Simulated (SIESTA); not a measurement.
## Pt under changes of volume

One of the cells (16.222 Å³/atom); the others are scaled copies at fixed shape and fractional positions:

```
CELL_PARAMETERS angstrom
-1.59471 1.59471 1.59471
1.59471 -1.59471 1.59471
1.59471 1.59471 -1.59471
ATOMIC_POSITIONS crystal
Pt 0.00000 0.00000 0.00000
```

This isn't the form of Pt at room conditions, which is fcc.

* Program: SIESTA 5.4.2
* Functional: PBEsol
* Potentials or basis: PseudoDojo 0.4 standard (PBEsol files)
* Basis: DZP (energy shift 0.003 Ry; two zetas on semicore shells)
* Grid cutoff: 800 Ry
* Energy shift: 0.003 Ry
* k mesh: 12 × 12 × 12
* Occupations: fermi-dirac, width 0.05 eV
* Spin: no spin polarisation

```tsv
volume (Å³/atom)	energy over the lowest point (meV/atom)	pressure (GPa)
14.950	8.17	7.3
15.268	0.00	1.3
15.586	3.12	-4.2
16.222	39.34	-13.4
16.540	?	?
16.858	106.69	-20.1
```

Q: What does the run at 16.540 Å³/atom give?

A: Energy over the lowest point 69.70 meV/atom; pressure -16.9 GPa.

Worked out: A Birch-Murnaghan fit of order 3 (a polynomial in V^(-2/3)) to the other rows has its minimum at 15.33 Å³/atom with B0 = V·E''(V) = 276 GPa and B' = 5.4. It gives 69.60 meV/atom at 16.540 Å³/atom, against the run's 69.70, and -dE/dV = -17.1 GPa, against -16.9.

Energies are extrapolated to zero smearing.

Caveats: short orbitals over semicore shells can move pressures by several GPa; the basis of atomic orbitals isn't converged, which shifts pressures, moduli and gaps.
